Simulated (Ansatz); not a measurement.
# Sc: pressure up to the limit of the methods

One table from this session's results is given with a row withheld; the runs are named, their logs left out.

Method: DFT PBE, with the methods named in each step, in Ansatz 0.2.0.

### The structure to begin with

The structure is cubic, space group Im-3m (No. 229). The conventional cell has a = 3.671 Å, b = 3.671 Å, c = 3.671 Å, α = 90.00°, β = 90.00°, γ = 90.00°. Sc (site symmetry m-3m) is surrounded by 8 Sc at 3.18 Å.

As a file:

```cif
data_structure
_symmetry_space_group_name_H-M 'P 1'
_symmetry_Int_Tables_number 1
_cell_length_a 3.1791
_cell_length_b 3.1791
_cell_length_c 3.1791
_cell_angle_alpha 109.471
_cell_angle_beta 109.471
_cell_angle_gamma 109.471
_cell_volume 24.73
loop_
_atom_site_label
_atom_site_type_symbol
_atom_site_fract_x
_atom_site_fract_y
_atom_site_fract_z
_atom_site_occupancy
Sc1 Sc 0.00000 0.00000 0.00000 1
```

Whether this phase is the stable one at these pressures isn't tested.

Set-up of the first run:

input.yaml reads:

```yaml
crystal:
  lattice:
    - [-1.8354594251, 1.8354594251, 1.8354594251]
    - [1.8354594251, -1.8354594251, 1.8354594251]
    - [1.8354594251, 1.8354594251, -1.8354594251]
  atoms:
    - { symbol: Sc, position: [0.0, 0.0, 0.0] }
kpoints:
  mp_grid: { grid: [16, 16, 16] }
scf:
  occupations: { method: fermi_dirac, width: 0.05 }
hamiltonian:
  xc: pbe
  pseudopotentials: { kind: paw }
output:
  forces: true
  stress: true
relax:
  f_tol: 0.005
  max_steps: 40
  cell: {}
```

Command:

```bash
$ ansatz run input.yaml --threads 1 --pin off --max-ram 2048MiB --backend cpu --events-out ev --progress --plain --runs-dir out
```

Among the steps run: Cell relaxed at zero pressure, PAW; Volume scaled by 1, PAW; Volume scaled by 1, PAW (source ansatz); Volume scaled by 0.9, PAW; Volume scaled by 0.9, PAW (partial_waves polarizable); Volume scaled by 0.8, PAW; Volume scaled by 0.7, PAW; Volume scaled by 0.6, PAW; Volume scaled by 0.5, PAW; Volume scaled by 0.4, PAW; Volume scaled by 0.4, PAW (partial_waves polarizable).

One of the session's tables, all rows but one given; the rest of the session is left out.

```
                         method  volume over the first  volume (Å³/atom)  pressure (GPa)
                            PAW                      1            24.893           -0.04
                            PAW                    0.9            22.404            6.55
                            PAW                    0.8            19.915           16.59
                            PAW                    0.7            17.425           32.08
                            PAW                    0.6            14.936           56.57
                            PAW                    0.5                 ?               ?
                            PAW                    0.4             9.957          165.62
PAW (partial_waves polarizable)                    0.9            22.404            6.55
PAW (partial_waves polarizable)                    0.4             9.957          165.62
            PAW (source ansatz)                      1            24.893           -0.04
```

Estimate the missing values for PAW, 0.5.

As computed: volume (Å³/atom): 12.447; pressure (GPa): 96.23. In the column «volume (Å³/atom)» it lies between PAW (partial_waves polarizable), 0.4 (9.957) and PAW, 0.6 (14.936).
